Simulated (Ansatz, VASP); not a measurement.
## Two plane-wave programs on Be2C

```
Be C
1.0
     0.00000    2.13679    2.13679
     2.13679    0.00000    2.13679
     2.13679    2.13679    0.00000
Be C
2 1
Direct
  0.75000 0.75000 0.75000
  0.25000 0.25000 0.25000
  0.00000 0.00000 0.00000
```

Alike in both runs: functional PBE; dispersion D3(BJ); k mesh 6 × 6 × 6; occupations gaussian, width 0.1 eV; no spin polarisation.

Ansatz relaxed the structure, and its values are those at the end. VASP's run is a single point on that final structure, the one shown.

```csv
,VASP,Ansatz
version,VASP 6.6.1,Ansatz 0.2.0
potentials or method,"VASP PAW PBE potentials, release 64 (Be, C)","scalar-relativistic, plane waves, PAW"
plane-wave cutoff (eV),520,420
valence electrons in the cell,8,8
```

VASP gave:

- gap on the k mesh at the Fermi level (eV): 1.17
- least direct gap on the mesh (eV): 4.20
- pressure (GPa): 0.5

**Question.** What did Ansatz give for the same quantities?

**Answer.** gap on the k mesh at the Fermi level (eV): 1.18; least direct gap on the mesh (eV): 4.21; pressure (GPa): 0.1.

Caveats: the k mesh is coarse (spacing up to 0.42 Å⁻¹), so the values aren't converged. A k mesh can miss the band edges. Expect the measured gap to be larger: semilocal functionals such as PBE lack the derivative discontinuity.
